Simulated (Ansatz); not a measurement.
# ZnS: the cost of one run

Computed with Ansatz 0.2.0 (DFT PBEsol, scalar-relativistic, unless a step's input says otherwise).

**1. The starting structure**

The structure is cubic, space group F-43m (No. 216). Conventional cell: a = 5.409 Å, b = 5.409 Å, c = 5.409 Å, α = 90.00°, β = 90.00°, γ = 90.00°. Zn (site symmetry -43m) has 4 S at 2.34 Å as nearest neighbours. S (site symmetry -43m) is surrounded by 4 Zn at 2.34 Å.

As a file:

```
Zn S
1.0
     0.00000    2.70465    2.70465
     2.70465    0.00000    2.70465
     2.70465    2.70465    0.00000
Zn S
1 1
Cartesian
  0.0000 0.0000 0.0000
  4.0570 4.0570 4.0570
```

Atoms are numbered in the order of the input: Zn1, S2.

**2. Volume × 0.94, LAPW**

Contents of input.yaml:

```yaml
crystal:
  lattice:
    - [0.0, 2.6494375689, 2.6494375689]
    - [2.6494375689, 0.0, 2.6494375689]
    - [2.6494375689, 2.6494375689, 0.0]
  atoms:
    - { symbol: Zn, position: [0.0, 0.0, 0.0] }
    - { symbol: S, position: [0.75, 0.75, 0.75] }
kpoints:
  mp_grid: { grid: [8, 8, 8] }
  band_path:
    path:
      - [0.0, 0.0, 0.0]
      - [-0.5, -0.5, 0.0]
      - [-0.375, -0.375, 0.25]
      - [-0.375, 0.0, 0.375]
      - [0.0, 0.0, 0.0]
      - [0.0, 0.0, 0.5]
      - [-0.5, -0.25, 0.25]
      - [-0.5, -0.5, 0.0]
    npoints: 5
scf:
  occupations: { method: fermi_dirac, width: 0.01 }
hamiltonian:
  xc: pbesol
  pseudopotentials: { kind: all_electron, lapw: { basis_error: 0.00025 } }
output:
  forces: true
  stress: true
  eigenvalues: true
```

Started as:

```console
$ ansatz run input.yaml --threads 1 --pin off --max-ram 3072MiB --backend cpu --events-out ev --progress --plain --runs-dir out
```

What time and memory should one allow on 1 thread of Arm Neoverse V1, shared host?

About 17 s, with a peak of 0.29 GiB.
